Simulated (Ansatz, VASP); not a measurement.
# Two plane-wave programs on ZnSe

```xyz
2
Lattice="0.0000 2.8659 2.8659 2.8659 0.0000 2.8659 2.8659 2.8659 0.0000" Properties=species:S:1:pos:R:3 pbc="T T T"
Zn    0.0000    0.0000    0.0000
Se    4.2988    4.2988    4.2988
```

Alike in both runs: task single point; functional PBE; k mesh 8 × 8 × 8; occupations gaussian, width 0.01 eV; no spin polarisation.

|  | VASP | Ansatz |
| --- | --- | --- |
| version | VASP 6.6.1 | Ansatz 0.2.0 |
| potentials or method | VASP PAW PBE potentials, release 64 (Zn, Se) | scalar-relativistic, plane waves, PAW |
| plane-wave cutoff (eV) | 520 | 420 |
| valence electrons in the cell | 18 | 28 |

Ansatz gave:

- gap on the k mesh at the Fermi level (eV): 1.15
- least direct gap on the mesh (eV): 1.15
- pressure (GPa): 0.0

Q: Estimate VASP's values.

A: gap on the k mesh at the Fermi level (eV): 1.16; least direct gap on the mesh (eV): 1.16; pressure (GPa): 0.2.

The two sets of potentials don't hold the same shells in valence.
